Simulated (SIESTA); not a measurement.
**BeTe under changes of volume**

One of the cells (21.679 Å³/atom); the others are scaled copies at fixed shape and fractional positions:

```
Te Be
1.0
     0.00000    2.78834    2.78834
     2.78834    0.00000    2.78834
     2.78834    2.78834    0.00000
Te Be
1 1
Cartesian
  4.1825 4.1825 4.1825
  0.0000 0.0000 0.0000
```

| Quantity | Value |
| --- | --- |
| Program | SIESTA 5.4.2 |
| Functional | PBE |
| Potentials or basis | PseudoDojo 0.4 standard (PBE files) |
| Basis | DZP (energy shift 0.002 Ry) |
| Grid cutoff | 800 Ry |
| Energy shift | 0.002 Ry |
| k mesh | 8 × 8 × 8 |
| Occupations | fermi-dirac, width 0.05 eV |
| Spin | no spin polarisation |

```tsv
volume (Å³/atom)	energy over the lowest point (meV/atom)	pressure (GPa)	gap on the mesh (eV)
19.979	76.06	10.6	1.89
20.404	49.33	9.1	1.94
20.829	?	?	?
21.679	11.61	3.2	2.07
22.104	3.64	2.5	2.11
22.529	0.00	0.0	2.14
```

Task: What does the run at 20.829 Å³/atom give?

Result: Energy over the lowest point 30.92 meV/atom; pressure 5.3 GPa; gap on the mesh 1.98 eV.

Worked out: A Birch-Murnaghan fit of order 3 (a polynomial in V^(-2/3)) to the other rows has no minimum within the range. It gives 31.46 meV/atom at 20.829 Å³/atom, against the run's 30.92, and -dE/dV = 5.6 GPa, against 5.3. A straight line through the other rows of the gap, of slope 2.1 eV per unit of ln V, gives 1.98 eV, against the run's 1.98.

Energies are extrapolated to zero smearing.

Caveats: semicore shells carry a single zeta, which can move pressures by several GPa and volumes by a few percent; spin-orbit coupling is left out, which moves the levels of the heavy elements; the basis of atomic orbitals isn't converged, which shifts pressures, moduli and gaps.

A mesh can miss the band edges.
